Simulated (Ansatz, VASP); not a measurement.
## KI: VASP beside Ansatz

The input POSCAR:

```
KI
1.0
    0.0000000000      3.5445661365      3.5445661365
    3.5445661365      0.0000000000      3.5445661365
    3.5445661365      3.5445661365      0.0000000000
K I
1 1
Direct
    0.0000000000      0.0000000000      0.0000000000
    0.5000000000      0.5000000000      0.5000000000
```

INCAR.step1

```
SYSTEM = KI
PREC = Accurate ; ENCUT = 520
ISMEAR = 0 ; SIGMA = 0.01
LREAL = .FALSE. ; LASPH = .TRUE.
NELM = 80 ; NBANDS = 15
GGA = PE ; ALGO = Normal
EDIFF = 1E-4 ; LWAVE = .TRUE.
LCHARG = .FALSE.
```

The input INCAR.step2:

```
SYSTEM = KI
PREC = Accurate ; ENCUT = 520
EDIFF = 1E-7 ; ISMEAR = 0
SIGMA = 0.01 ; LREAL = .FALSE.
LASPH = .TRUE. ; NELM = 80
ALGO = Normal ; ISIF = 2
LWAVE = .FALSE. ; LCHARG = .FALSE.
METAGGA = R2SCAN ; LMIXTAU = .TRUE.
NBANDS = 15 ; ISTART = 1
```

KPOINTS

```
Automatic mesh
0
G
  6 6 6
  0 0 0
```

Input for Ansatz:

```yaml
crystal:
  lattice:
    - [0.0, 3.5445661365, 3.5445661365]
    - [3.5445661365, 0.0, 3.5445661365]
    - [3.5445661365, 3.5445661365, 0.0]
  atoms:
    - { symbol: K, position: [0.0, 0.0, 0.0] }
    - { symbol: I, position: [0.5, 0.5, 0.5] }
kpoints:
  mp_grid: { grid: [6, 6, 6] }
  band_path:
    path:
      - [0.0, 0.0, 0.0]
      - [0.5, 0.0, 0.5]
      - [0.625, 0.25, 0.625]
      - [0.375, 0.375, 0.75]
      - [0.5, 0.5, 0.5]
      - [0.5, 0.25, 0.75]
    npoints: 1
hamiltonian:
  xc: r2scan
scf:
  occupations: { method: fixed }
  n_extra_bands: 4
output:
  forces: true
  stress: true
  eigenvalues: true
  write_density: true
  write_potential: true
  elf: true
  volumetric_format: npy
```

Alike in both runs: task single point; functional r2SCAN; k mesh 6 × 6 × 6; no spin polarisation.

```csv
,VASP,Ansatz
version,VASP 6.6.1,Ansatz 0.2.0
potentials or method,"VASP PAW PBE potentials, release 64 (K_sv, I)","plane waves, PAW"
plane-wave cutoff (eV),520,500
occupations,"gaussian, width 0.01 eV",fixed
valence electrons in the cell,16,26
```

Ansatz gave:

| Property | Result |
| --- | --- |
| gap on the k mesh at the Fermi level (eV) | 4.59 |
| pressure (GPa) | 0.0 |

Problem. What did VASP give for the same quantities?

Solution. gap on the k mesh at the Fermi level (eV): 4.58; pressure (GPa): 0.0.

The two sets of potentials don't hold the same shells in valence.

Caveats: the PAW data sets were made with another functional, which shifts forces and pressure a little (VASP); spin-orbit coupling is left out, which moves the levels of the heavy elements. r2SCAN opens gaps a little over a GGA but as a rule still falls short of measured ones.
